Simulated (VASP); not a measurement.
Wanted: the native input for a VASP 6.6.1 run.

```
Task                   : relaxation of the atoms
Functional             : PBE
Dispersion             : D3(BJ)
Potentials or basis    : VASP PAW PBE potentials, release 64 (Sr_sv, O)
Cutoff                 : 600 eV
k mesh                 : 10 × 10 × 10
Occupations            : gaussian, width 0.03 eV
Spin                   : no spin polarisation
Further INCAR settings : ALGO = Normal; EDIFF = 1e-07; IBRION = 2; EDIFFG = -0.01; NSW = 40
```

The structure of SrO lies in POSCAR:

```
SrO                                     
1.0
    0.0000000000      2.5443475593      2.5443475593
    2.5443475593      0.0000000000      2.5443475593
    2.5443475593      2.5443475593      0.0000000000
  Sr              O             
     1     1
Direct
     0.5000000000000000    0.5000000000000000    0.5000000000000000
     0.0000000000000000    0.0000000000000000    0.0000000000000000
```

The cell isn't the ideal one: a relaxed cell with its volume scaled by 0.96.

The input as run:

INCAR

```
SYSTEM = SrO
PREC = Accurate
ENCUT = 600
EDIFF = 1E-7
ISMEAR = 0
SIGMA = 0.03
LREAL = .FALSE.
LASPH = .TRUE.
NELM = 80
ALGO = Normal
ISIF = 2
LWAVE = .FALSE.
LCHARG = .FALSE.
GGA = PE
IVDW = 12
IBRION = 2
NSW = 40
EDIFFG = -0.01
```

KPOINTS

```
regular mesh
0
G
  10 10 10
  0 0 0
```

Potentials or basis: VASP PAW PBE potentials, release 64 (Sr_sv, O).

Launch:

```sh
$ cat potpaw_PBE.64/Sr_sv/POTCAR potpaw_PBE.64/O/POTCAR > POTCAR
$ mpirun -np 1 vasp_std > vasp.out
```

It gave:

The pressure after relaxing is 4.0 GPa and the band gap on the k mesh is 3.25 eV, indirect (least direct gap 3.31 eV). The dispersion energy per atom is -0.254 eV.

Caveat: the relaxation stopped at its first step, so nothing moved.

Run time: 14 s on 1 thread of Intel(R) Xeon(R) 6975P-C (Granite Rapids), with other jobs on the host, peak memory 0.19 GiB.
